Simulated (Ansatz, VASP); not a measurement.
**TiPt3: VASP beside Ansatz**

```
Ti Pt
1.0
     3.87084    0.00000    0.00000
     0.00000    3.87084    0.00000
     0.00000    0.00000    3.87084
Ti Pt
1 3
Direct
  0.00000 0.00000 0.00000
  0.00000 0.50000 0.50000
  0.50000 0.00000 0.50000
  0.50000 0.50000 0.00000
```

Alike in both runs: task single point; functional r2SCAN; k mesh 6 × 6 × 6; no spin polarisation.

```csv
,VASP,Ansatz
version,VASP 6.6.1,Ansatz 0.2.0
potentials or method,"VASP PAW PBE potentials, release 64 (Ti_sv, Pt)","plane waves, PAW"
plane-wave cutoff (eV),520,550
occupations,"methfessel-paxton of order 1, width 0.1 eV",cold
valence electrons in the cell,42,66
```

|  | VASP | Ansatz | Ansatz less VASP |
| --- | --- | --- | --- |
| pressure (GPa) | 11.8 | 10.9 | -0.97 |

The two sets of potentials don't hold the same shells in valence.

Caveats: the PAW data sets were made with another functional, which shifts forces and pressure a little (VASP). The runs have no spin-orbit coupling, so splittings on Pt are missing.
